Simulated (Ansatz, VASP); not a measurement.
**Ag in VASP and in Ansatz**

File INCAR:

```
ALGO = Normal
EDIFF = 1E-7
ENCUT = 520
GGA = PS
ISIF = 2
ISMEAR = 0
LASPH = True
LCHARG = False
LREAL = False
LWAVE = False
NBANDS = 12
NELM = 100
PREC = Accurate
SIGMA = 0.1
```

KPOINTS

```
k-points
0
Gamma
  18 18 18
```

Contents of POSCAR:

```
Ag
1.0
    0.0000000000      2.0926440508      2.0926440508
    2.0926440508      0.0000000000      2.0926440508
    2.0926440508      2.0926440508      0.0000000000
Ag
1
Direct
    0.0000000000      0.0000000000      0.0000000000
```

Input for Ansatz:

```yaml
crystal:
  lattice:
    - [0.0, 2.0926440508, 2.0926440508]
    - [2.0926440508, 0.0, 2.0926440508]
    - [2.0926440508, 2.0926440508, 0.0]
  atoms:
    - { symbol: Ag, position: [0.0, 0.0, 0.0] }
basis:
  ecutwfc: 420
kpoints:
  mp_grid: { grid: [18, 18, 18] }
hamiltonian:
  xc: pbesol
scf:
  occupations: { method: gaussian, width: 0.1 }
output:
  forces: true
  stress: true
  eigenvalues: true
  write_density: true
  write_potential: true
  elf: true
  volumetric_format: npy
```

Alike in both runs: task single point; functional PBEsol; k mesh 18 × 18 × 18; occupations gaussian, width 0.1 eV; no spin polarisation.

|  | VASP | Ansatz |
| --- | --- | --- |
| version | VASP 6.6.1 | Ansatz 0.2.0 |
| potentials or method | VASP PAW PBE potentials, release 64 (Ag) | scalar-relativistic, plane waves, PAW |
| plane-wave cutoff (eV) | 520 | 420 |
| valence electrons in the cell | 11 | 19 |

```tsv
	VASP	Ansatz	Ansatz less VASP
gap on the k mesh at the Fermi level (eV)	none	none	-
pressure (GPa)	-8.8	-8.7	+0.11
```

A gap of «none» marks a metal or a gap that the smearing closes. The two sets of potentials don't hold the same shells in valence.

Caveats: the PAW data sets were made with another functional, which shifts forces and pressure a little (VASP).
